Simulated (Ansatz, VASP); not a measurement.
## MgO (Periclase): VASP beside Ansatz

Aim: how closely do two programs agree when they are given the same cell, functional and k mesh? The structure shown is the end of the Ansatz relaxation below.

Main program and level: Ansatz 0.2.0; plane waves, with VASP 6.6.1 beside it; single point at LDA.

### Step 1. Set-up

The structure is orthorhombic, space group Immm (No. 71). Conventional cell: a = 2.854 Å, b = 2.952 Å, c = 4.193 Å, α = 90.00°, β = 90.00°, γ = 90.00°. O has 6 Mg at 2.05 to 2.10 Å nearest. Mg has 6 O at 2.05 to 2.10 Å nearest. Farther neighbours and most contacts between anions are not listed.

### Step 2. Ansatz: relaxation, LDA

Ansatz runs on its PAW soft_1 files.

This run makes the geometry at which the two programs are then compared.

Input file input.yaml:

```yaml
crystal:
  lattice:
    - [-0.0333209916, 2.0512343039, 2.0912302407]
    - [2.0512343039, -0.0333209916, 2.0912302407]
    - [2.0179133123, 2.0179133123, 0.0]
  atoms:
    - { symbol: O, position: [0.5, 0.5, 0.5] }
    - { symbol: Mg, position: [0.0, 0.0, 0.0] }
  conventional_axes: [[0, 0, 1], [1, -1, 0], [1, 1, -1]]
kpoints:
  mp_grid: { grid: [12, 12, 12] }
hamiltonian:
  xc: lda
  pseudopotentials: { kind: paw, azcp: { folder: soft_1 }, xc_functional: pbe }
scf:
  occupations: { method: fixed }
output:
  forces: true
  stress: true
  eigenvalues: true
relax:
  adjacent_minimum: "off"
  f_tol: 0.001
  max_steps: 60
  cell: { stress_tol: 0.01, fix: [a, angles] }
```

The run is started by

```console
ansatz run input.yaml --threads 4 --pin off --max-ram 10240MiB --backend cpu --events-out ev --progress --plain --runs-dir out
```

Numbers of over 12 decimals in the logs are rounded to 6 here.

The program printed:

```text
Engine: ansatz 0.2.0, aarch64-unknown-linux-gnu
Pseudopotentials: kind: paw
Pseudopotential: O, paw, valence charge 6, recommended cutoff 420 eV (normal), soft_1/O.paw.azcp
Pseudopotential: Mg, paw, valence charge 10, recommended cutoff 420 eV (normal), soft_1/Mg.paw.azcp
Functional definition: SPW92
  exchange = slater_x
  correlation = pw_c
Crystal: 2 atoms, lattice volume = 17.593 Å³
Basis set: ecut = 420 eV, 335 PW (Γ)
Bands: 12, of which v1, the nominal top of the filled ones, is band 8 counted from 1 (7 counted from 0)
Symmetry: 8 space group operations
Space group: Immm (ITA 71), of the structure as read, at distance tolerance 2.6e-5 Å
k-points: 280 of 1728
Non-local potential: O, projectors of the file, l = 0: 2, l = 1: 2, l = 2: 1
Non-local potential: Mg, projectors of the file, l = 0: 3, l = 1: 2, l = 2: 1
PAW form: soft (Blöchl's): semilocal exchange-correlation on the pseudo side does not see the compensation charge
PAW frozen core: O, regenerated for the run's functional, and the local potential with it (the file was generated under x = pbe(κ = 0.804, μ = 0.219515), c = pbe(β = 0.066725))
PAW frozen core: Mg, regenerated for the run's functional, and the local potential with it (the file was generated under x = pbe(κ = 0.804, μ = 0.219515), c = pbe(β = 0.066725))
PAW one-centre angular grid: O, 110 points (default); XC on 64 Gauss nodes
PAW one-centre angular grid: Mg, 110 points (default); XC on 64 Gauss nodes
Initial density: superposition of atomic densities (chi_scale 0.1, normalization cell, long waves kept (reshape's long-wave potential 0.00 eV rms))
Initial wavefunctions: pseudopotential atomic-orbital guess
Functional: x = slater, c = lda
SCF iter   1: F=—  HF=-2460.085818 eV  |F-HF|=—  |Δ(HF+E_count)|=         —  Δρ=6.81e-2  dr2=4.30e-1  ethr=3.10e-3  ⟨swp⟩=4.5  Hψ=18016  notcnv=0  defer=345
preconditioner: auto → none  [insulator: Δε(μ)=4.955 eV  Ē_g=18.835 eV  n_scr=8 (ndim 8)  ℏωp=25.0 eV  f_vac=0.000  ε∞_Penn≈2.8]
SCF iter   2: F=—  HF=-2460.023973 eV  |F-HF|=—  |Δ(HF+E_count)|=   6.18e-2  Δρ=2.64e-2  dr2=7.13e-2  ethr=2.69e-3  ⟨swp⟩=2.5  Hψ=6712  notcnv=0  defer=474
SCF iter   3: F=—  HF=-2460.044780 eV  |F-HF|=—  |Δ(HF+E_count)|=   2.08e-2  Δρ=8.75e-3  dr2=7.22e-3  ethr=4.45e-4  ⟨swp⟩=3.0  Hψ=5855  notcnv=0  defer=548
SCF iter   4: F=—  HF=-2460.044469 eV  |F-HF|=—  |Δ(HF+E_count)|=   3.11e-4  Δρ=3.50e-3  dr2=1.72e-3  ethr=4.51e-5  ⟨swp⟩=2.2  Hψ=5063  notcnv=0  defer=559
SCF iter   5: F=—  HF=-2460.044205 eV  |F-HF|=—  |Δ(HF+E_count)|=   2.64e-4  Δρ=8.93e-4  dr2=1.10e-4  ethr=1.08e-5  ⟨swp⟩=2.1  Hψ=4436  notcnv=0  defer=560
SCF iter   6: F=—  HF=-2460.044198 eV  |F-HF|=—  |Δ(HF+E_count)|=   7.00e-6  Δρ=1.15e-4  dr2=1.76e-6  ethr=6.89e-7  ⟨swp⟩=2.0  Hψ=4076  notcnv=0  defer=167
SCF iter   7: F=—  HF=-2460.044198 eV  |F-HF|=—  |Δ(HF+E_count)|=   4.28e-7  Δρ=7.99e-6  dr2=7.27e-9  ethr=6.25e-10  ⟨swp⟩=4.4  Hψ=17127  notcnv=0
SCF iter   8: F=-2460.044198 eV  HF=-2460.044198 eV  |F-HF|=1.00e-11  |Δ(HF+E_count)|=  2.32e-11  Δρ=2.97e-7  dr2=1.32e-11  ethr=4.54e-11  ⟨swp⟩=2.0  Hψ=10505  notcnv=0
SCF 1 converged in 8 iterations: F = -2460.044198 eV  dr2 = 1.32e-11
  greatest PAW one-centre occupation: 1.000 electrons in one spin orbital (limit 2), on the Mg atom at site 1 (counted from 0), in its partial waves of l = 1
relax step   1: F+E_penalty+E_count = -2460.04419830 eV  Δ(F+E_penalty+E_count) = +0.000e0 eV  max|allowed force component| = 1.578e-30 eV/Å  Δτ_max = 0.0000 Å  P = +4.329 GPa  Ω = 17.593 Å³  fix = [a, alpha, beta, gamma]  reactions: a +11.299 GPa  (8 SCF iters, dr2 threshold 1.00e-7 eV, accepted)
[...]
relax step   3: F+E_penalty+E_count = -2460.04415490 eV  Δ(F+E_penalty+E_count) = +6.128e-5 eV  max|allowed force component| = 1.223e-29 eV/Å  Δτ_max = 0.0000 Å  P = +3.653 GPa  Ω = 17.657 Å³  energy of the carried Pulay correction = -2.150e-4 eV  fix = [a, alpha, beta, gamma]  reactions: a +10.948 GPa  (4 SCF iters, dr2 threshold 2.00e-7 eV, accepted)
[...]
relax step   4: F+E_penalty+E_count = -2460.04415290 eV  Δ(F+E_penalty+E_count) = +1.999e-6 eV  max|allowed force component| = 7.938e-30 eV/Å  Δτ_max = 0.0000 Å  P = +3.646 GPa  Ω = 17.658 Å³  energy of the carried Pulay correction = -2.198e-4 eV  fix = [a, alpha, beta, gamma]  reactions: a +10.937 GPa  (3 SCF iters, dr2 threshold 1.80e-8 eV, accepted)
[...]
relax step   5: F+E_penalty+E_count = -2460.04436451 eV  Δ(F+E_penalty+E_count) = -2.116e-4 eV  max|allowed force component| = 3.254e-30 eV/Å  Δτ_max = 0.0000 Å  P = +3.668 GPa  Ω = 17.658 Å³  fix = [a, alpha, beta, gamma]  reactions: a +10.950 GPa  stress off target by 3.14e-2 GPa on what of the cell is left free  SCF on the basis re-selected at this cell (its energy is not comparable with the rows above)  (5 SCF iters)
[...]
relax step   6: F+E_penalty+E_count = -2460.04435778 eV  Δ(F+E_penalty+E_count) = +6.729e-6 eV  max|allowed force component| = 3.131e-30 eV/Å  Δτ_max = 0.0000 Å  P = +3.647 GPa  Ω = 17.660 Å³  energy of the carried Pulay correction = -6.917e-6 eV  fix = [a, alpha, beta, gamma]  reactions: a +10.939 GPa  (3 SCF iters, dr2 threshold 2.46e-9 eV, accepted)
[...]
relax step   7: F+E_penalty+E_count = -2460.04436583 eV  Δ(F+E_penalty+E_count) = -8.043e-6 eV  max|allowed force component| = 1.553e-30 eV/Å  Δτ_max = 0.0000 Å  P = +3.647 GPa  Ω = 17.660 Å³  fix = [a, alpha, beta, gamma]  reactions: a +10.939 GPa  stress off target by 1.85e-3 GPa on what of the cell is left free  SCF on the basis re-selected at this cell (its energy is not comparable with the rows above)  (5 SCF iters)
basis re-selected at this cell: Δ(F+E_penalty+E_count) = -8.043e-6 eV, ΔP = +0.000 GPa vs the last step (what re-selecting the basis moved, of the pressure what is left beyond the Pulay correction that the steps carried, after the strain that the cell walked since its last selection, with what the two solves' SCF thresholds leave and, on support functions, any second-order correction that the steps lacked; it is no m [...]
SCF converged after 5 iterations
Free energy (F): -2460.044366 eV
Harris-Foulkes:  -2460.044366 eV  (|F-HF|=4.55e-13)
Internal energy: -2460.044366 eV  (E = F + TS)
E sigma→0 (E₀):  -2460.044366 eV
Fermi energy:    8.529495 eV
--- Per-component energies (eV) ---
  E_band       = -284.926312
  E_kinetic    = 244.072585
  E_local      = -1656.178559  (includes V_loc(G=0)·N_el)
  E_nonlocal   = 249.505921
  E_hartree    = 546.775413
  E_xc         = -99.700801
  E_vxc        = -128.638522  (∫ρ·V_xc dr)
  E_paw        = -431.110802  (= ΣΔE_a)
  E_vpaw       = -87.239410  (= ΣTr[D̂ρ^β])
  E_aug_tail   = 0.000849  (compensation charges beyond the density's cutoff)
  E_ewald      = -1313.656373
  E_core_change = 0.247401  (= ΣΔE_core)
  E_smearing   = -0.000000  (= −TS)
  E_closure    = 0.000000  (closes the sum)
  Σ components = -2460.044366   (vs F -2460.044366, Δ=0.00e0)
--- Forces (eV/Å), atoms counted from 1 ---
  atom   1  O      0.00000000     0.00000000    -0.00000000
  atom   2  Mg     0.00000000     0.00000000    -0.00000000
  max |Σ_I F_I| component: 3.20e-30 eV/Å
--- Stress (GPa, compression-positive) ---
        5.470063       5.468751       0.000000
        5.468751       5.470063       0.000000
        0.000000       0.000000       0.001847
  P = ⅓ Tr σ = 3.6473 GPa (36.473 kbar)
--- Band table (eV; the first three rows and the last of 280) ---
  k-point 0: bands = [... 4 lower, -8.9008, 8.2494, 8.4225, 8.5295, 13.6091, 23.8215, 24.1117, 24.8553]
  k-point 1: bands = [... 4 lower, -8.8104, 8.0063, 8.1987, 8.4019, 14.0546, 23.4815, 24.0149, 24.5840]
  k-point 2: bands = [... 4 lower, -8.5539, 6.9215, 8.0635, 8.2383, 14.9935, 22.0972, 24.5018, 24.9041]
  k-point 279: bands = [... 4 lower, -7.1596, 3.9960, 6.8103, 7.2460, 17.4080, 18.8969, 21.6937, 27.6997]
--- Relaxed structure (5 steps of the walk, 5 accepted, 2 SCFs on fresh bases) ---
  F+E_penalty+E_count = -2460.04436583 eV   max|allowed force component| = 1.553e-30 eV/Å   (the final SCF, on the basis selected at the relaxed cell)
  cell:  # Å, volume = 17.6599 Å³
    - [-0.034647, 2.052561, 2.096475]
    - [2.052561, -0.034647, 2.096475]
    - [2.017913, 2.017913, -5.373123007352881e-19]
  atoms:
    - { symbol: O, position: [0.5, 0.5, 0.500000] }
    - { symbol: Mg, position: [0, 0, 0] }
```

### Step 3. VASP: single point, LDA, pair 1

The same cell, functional (in two slightly different forms) and mesh now go to VASP, with its own data sets.

Lines of VASP's logs that name or quote its potential files are left out, and so is its time.

Input file INCAR:

```
SYSTEM = MgO
PREC = Accurate
ENCUT = 600
EDIFF = 1E-06
NELM = 120
ISMEAR = 0
SIGMA = 0.01
LREAL = .FALSE.
ALGO = Normal
GGA = CA
NBANDS = 10
LORBIT = 11
LWAVE = .FALSE.
LCHARG = .FALSE.
ISIF = 2
LASPH = .TRUE.
GGA_COMPAT = .FALSE.
EFERMI = MIDGAP
KPAR = 2
```

Input file POSCAR:

```
MgO
1.0
   -0.0346473733      2.0525606856      2.0964745434
    2.0525606856     -0.0346473733      2.0964745434
    2.0179133123      2.0179133123      0.0000000000
O Mg
1 1
Direct
    0.5000000000      0.5000000000      0.5000000000
    0.0000000000      0.0000000000      0.0000000000
```

Input file KPOINTS:

```
Automatic mesh
0
Gamma
12 12 12
0 0 0
```

The projector-augmented-wave data sets are O and Mg (LDA family, release 64).

The run is started by

```console
mpirun -np 2 vasp_std
```

The program printed:

```text
[banner, memory and clock lines left out]
running    2 mpi-ranks, on    1 nodes
 distrk:  each k-point on    1 cores,    2 groups
 distr:  one band on    1 cores,    1 groups

 POSCAR found type information on POSCAR O Mg
 POSCAR found :  2 types and       2 ions
 LDA part: xc-table for (Slater(with rela. corr.)+CA(PZ))
 , standard interpolation
 POSCAR, INCAR and KPOINTS ok, starting setup
 FFT: planning ... GRIDC
 FFT: planning ... GRID_SOFT
 FFT: planning ... GRID
 WAVECAR not read
 entering main loop
       N       E                     dE             d eps       ncg     rms          rms(c)
DAV:   1     0.142344177117E+02    0.14234E+02   -0.51347E+03  6408   0.806E+02
DAV:   2    -0.144456220083E+02   -0.28680E+02   -0.27674E+02  6364   0.149E+02
DAV:   3    -0.150257267254E+02   -0.58010E+00   -0.57961E+00  6570   0.191E+01
DAV:   4    -0.150269819739E+02   -0.12552E-02   -0.12552E-02  6222   0.979E-01
DAV:   5    -0.150269853918E+02   -0.34179E-05   -0.34179E-05  6296   0.492E-02    0.712E+00
DAV:   6    -0.134960085404E+02    0.15310E+01   -0.87306E+00  5690   0.177E+01    0.219E+00
DAV:   7    -0.134575601624E+02    0.38448E-01   -0.50340E-02  6106   0.223E+00    0.128E+00
DAV:   8    -0.134338615852E+02    0.23699E-01   -0.26093E-02  5718   0.183E+00    0.188E-01
DAV:   9    -0.134336772004E+02    0.18438E-03   -0.20199E-04  6460   0.118E-01    0.127E-01
DAV:  10    -0.134335598452E+02    0.11736E-03   -0.29132E-04  5924   0.158E-01    0.839E-03
DAV:  11    -0.134335588937E+02    0.95153E-06   -0.42412E-06  6040   0.124E-02
   1 F= -.13433559E+02 E0= -.13433559E+02  d E =0.000000E+00
```

OUTCAR, selected parts (step 3):

```text
ion  position               nearest neighbor table
   1  0.500  0.500  0.500-   2 2.05   2 2.05   2 2.05   2 2.05   2 2.10   2 2.10
   2  0.000  0.000  0.000-   1 2.05   1 2.05   1 2.05   1 2.05   1 2.10   1 2.10

  LATTYP: Found a body centered orthorhombic cell.
 ALAT       =     2.8537603739
 B/A-ratio  =     1.0343398035
 C/A-ratio  =     1.4692716057

 Subroutine GETGRP returns: Found  8 space group operations
 (whereof  8 operations were pure point group operations)

The static configuration has the point symmetry D_2h.

 Found    280 irreducible k-points:

   k-points           NKPTS =    280   k-points in BZ     NKDIM =    280   number of bands    NBANDS=     10

   dimension x,y,z NGX =    24 NGY =   24 NGZ =   24
   dimension x,y,z NGXF=    48 NGYF=   48 NGZF=   48

   ENCUT  =  600.0 eV  44.10 Ry    6.64 a.u.   5.86  5.86  5.70*2*pi/ulx,y,z

   NELECT =       8.0000    total number of electrons

 k-points in reciprocal lattice and weights: Automatic mesh
   0.00000000  0.00000000  0.00000000       0.001
   0.08333333  0.00000000  0.00000000       0.002
   0.16666667  0.00000000  0.00000000       0.002
   0.25000000  0.00000000  0.00000000       0.002
   0.33333333  0.00000000  0.00000000       0.002
   0.41666667  0.00000000  0.00000000       0.002
   0.50000000  0.00000000  0.00000000       0.001
   0.08333333  0.08333333  0.00000000       0.001
   0.16666667  0.08333333  0.00000000       0.002
[...]
0.25000000  0.25000000  0.50000000       0.001
  -0.25000000  0.25000000  0.50000000       0.001

 average (electrostatic) potential at core
       1 -70.3256       2 -34.5057

 E-fermi :   5.9899

 k-point     1 :       0.0000    0.0000    0.0000
  band No.  band energies     occupation
      1     -13.9860      2.00000
      2       3.1698      2.00000
      3       3.3439      2.00000
      4       3.4519      2.00000
      5       8.5278      0.00000
      6      18.7262      0.00000
      7      19.0186      0.00000
      8      19.7663      0.00000
      9      23.3069      0.00000
    ...

 k-point     2 :       0.0833    0.0000    0.0000
  band No.  band energies     occupation
      1     -13.9041      2.00000
      2       2.7358      2.00000
      3       3.2441      2.00000
      4       3.4026      2.00000
      5       8.9743      0.00000
      6      17.9490      0.00000
      7      19.1236      0.00000
      8      19.9465      0.00000
      9      24.1737      0.00000
    ...

 k-point     3 :       0.1667    0.0000    0.0000
  band No.  band energies     occupation
      1     -13.6715      2.00000
      2       1.6590      2.00000
      3       3.0946      2.00000
      4       3.2714      2.00000
      5       9.9302      0.00000
      6      16.6851      0.00000
      7      19.5768      0.00000
      8      20.3886      0.00000
      9      23.4865      0.00000
    ...

  Total        0.3700092      0.3700092     -0.2362570      0.6081974      0.0000000      0.0000000
  in kB       33.5687550     33.5687550    -21.4342030     55.1781705      0.0000000      0.0000000
  external PRESSURE =      15.2344356 kB  Pullay stress =       0.0000000 kB

  energy-cutoff  :      600.00
  volume of cell :       17.66
      direct lattice vectors                 reciprocal lattice vectors
    -0.034647373  2.052560686  2.096474543    -0.239554460  0.239554460  0.238495622
     2.052560686 -0.034647373  2.096474543     0.239554460 -0.239554460  0.238495622
     2.017913312  2.017913312  0.000000000     0.247780713  0.247780713 -0.238495622

 POSITION                                       TOTAL-FORCE (eV/Angst)
 -----------------------------------------------------------------------------------
      2.01791      2.01791      2.09647         0.000000      0.000000      0.000000
      0.00000      0.00000      0.00000        -0.000000     -0.000000      0.000000
 -----------------------------------------------------------------------------------
    total drift:                               -0.000000     -0.000000      0.000000

  FREE ENERGIE OF THE ION-ELECTRON SYSTEM (eV)
  ---------------------------------------------------
  free  energy   TOTEN  =       -13.4335588937 eV

  energy  without entropy=      -13.4335588937  energy(sigma->0) =      -13.43355889

 total charge
# of ion       s       p       d       tot
------------------------------------------
    1        1.528   3.573   0.000   5.100
    2        0.163   0.208   0.092   0.462
--------------------------------------------------
tot          1.690   3.780   0.092   5.563

[... 3 further parts left out ...]
```

The gap is read on the k-mesh alone, so it is an upper bound where the band edges lie off the mesh.

### Step 4. Differences

Known differences besides the potentials themselves: the two LDA forms differ slightly; fixed occupations in Ansatz, narrow Gaussian smearing in VASP; the data sets hold 16 valence electrons in Ansatz (on its PAW soft_1 files) and 8 in VASP; the cutoff is 420 eV in Ansatz and 600 eV in VASP; VASP's log shows a relativistic correction to its local exchange, Ansatz's none; Ansatz's pressure holds a Pulay correction, VASP's none. Total energies have different zeros and are not compared.

The two programs side by side:

```
              quantity  Ansatz   VASP  difference
        pressure (GPa)    3.65   1.52       +2.12
gap on the k mesh (eV)   5.080  5.076      +0.004
```

A gap on the mesh is an upper bound, since the band edges may lie between its points.

### Step 5. Ansatz: relaxation, LDA

This run makes the geometry at which the two programs are then compared. The cell compared in this pair holds 17.55 Å³, against 17.66 Å³ for the pair before.

The structure compared here is the end of the Ansatz relaxation.

Edit input.yaml of step 2 so:

```diff
@@ -2,5 +2,5 @@
   lattice:
-    - [-0.0333209916, 2.0512343039, 2.0912302407]
-    - [2.0512343039, -0.0333209916, 2.0912302407]
-    - [2.0179133123, 2.0179133123, 0.0]
+    - [-0.0450489884, 2.0421590706, 2.0964745434]
+    - [2.0421590706, -0.0450489884, 2.0964745434]
+    - [1.9971100823, 1.9971100823, 0.0]
   atoms:
```

The run is started by

```console
ansatz run input.yaml --threads 4 --pin off --max-ram 10240MiB --backend cpu --events-out ev --progress --plain --runs-dir out
```

The program printed:

```text
[...]
Crystal: 2 atoms, lattice volume = 17.478 Å³
Basis set: ecut = 420 eV, 335 PW (Γ)
Bands: 12, of which v1, the nominal top of the filled ones, is band 8 counted from 1 (7 counted from 0)
Symmetry: 8 space group operations
[...]
k-points: 280 of 1728
[...]
k-point 279: bands = [... 4 lower, -7.1047, 4.0369, 6.8346, 7.4282, 17.4634, 19.1706, 21.7880, 27.8168]
--- Relaxed structure (5 steps of the walk, 5 accepted, 2 SCFs on fresh bases) ---
[...]
cell:  # Å, volume = 17.5451 Å³
    - [-0.046552, 2.043662, 2.101518]
    - [2.043662, -0.046552, 2.101518]
    - [1.997110, 1.997110, 4.7630284499533755e-11]
  atoms:
    - { symbol: O, position: [0.5, 0.5, 0.500000] }
    - { symbol: Mg, position: [0, 0, 0] }
[key lines of the parts left out:]
SCF converged after 4 iterations
Free energy (F): -2460.029606 eV
Fermi energy:    8.669407 eV
P = ⅓ Tr σ = 5.0156 GPa (50.156 kbar)
```

### Step 6. VASP: single point, LDA, pair 2

The same cell, functional (in two slightly different forms) and mesh now go to VASP, with its own data sets.

INCAR is that of step 3.

Input file POSCAR:

```
MgO
1.0
   -0.0465516753      2.0436617576      2.1015183820
    2.0436617576     -0.0465516753      2.1015183820
    1.9971100823      1.9971100823      0.0000000000
O Mg
1 1
Direct
    0.5000000000      0.5000000000      0.5000000000
    0.0000000000      0.0000000000      0.0000000000
```

KPOINTS is that of step 3.

The run is started by

```console
mpirun -np 2 vasp_std
```

The program printed:

```text
[... set-up lines as in an earlier step ...]
 entering main loop
       N       E                     dE             d eps       ncg     rms          rms(c)
DAV:   1     0.150419977988E+02    0.15042E+02   -0.51519E+03  6352   0.808E+02
DAV:   2    -0.143987764323E+02   -0.29441E+02   -0.28585E+02  6354   0.151E+02
DAV:   3    -0.150183608424E+02   -0.61958E+00   -0.61904E+00  6568   0.196E+01
DAV:   4    -0.150197484464E+02   -0.13876E-02   -0.13876E-02  6198   0.103E+00
[...]
DAV:   9    -0.134200332708E+02    0.18072E-03   -0.20343E-04  6466   0.118E-01    0.126E-01
DAV:  10    -0.134199188809E+02    0.11439E-03   -0.28457E-04  5936   0.156E-01    0.842E-03
DAV:  11    -0.134199179134E+02    0.96750E-06   -0.44142E-06  6044   0.129E-02
   1 F= -.13419918E+02 E0= -.13419918E+02  d E =0.000000E+00
```

OUTCAR, selected parts (step 6):

```text
  Total        0.5917902      0.5917902     -0.2364584      0.8302354      0.0000000      0.0000000
  in kB       54.0408928     54.0408928    -21.5928313     75.8151496      0.0000000      0.0000000
  external PRESSURE =      28.8296514 kB  Pullay stress =       0.0000000 kB

 POSITION                                       TOTAL-FORCE (eV/Angst)
 -----------------------------------------------------------------------------------
      1.99711      1.99711      2.10152         0.000000     -0.000000     -0.000000
      0.00000      0.00000      0.00000        -0.000000      0.000000      0.000000
 -----------------------------------------------------------------------------------
    total drift:                               -0.000000     -0.000000      0.000000

  FREE ENERGIE OF THE ION-ELECTRON SYSTEM (eV)
  ---------------------------------------------------
  free  energy   TOTEN  =       -13.4199179134 eV

  energy  without entropy=      -13.4199179134  energy(sigma->0) =      -13.41991791

[... 1 part as in an earlier step ...]

[... 2 further parts left out ...]
[key lines of the parts left out:]
E-fermi :   6.0970
```

The run ends at a pressure of 2.88 GPa.

[end of part 1 of 2]

[Lines on the potential files, build, host, timing and source positions are cut from VASP's logs without a mark.]

[Logs are printed without paths, hosts, clocks, repeated set-up lines and the standing remarks that a program may print on its own settings, such as how far it seeks lower states.]

[Hosts, paths, dates, database ids (printed as entryN), source tags and the programs' standing remarks are cut or masked in the printed files.]
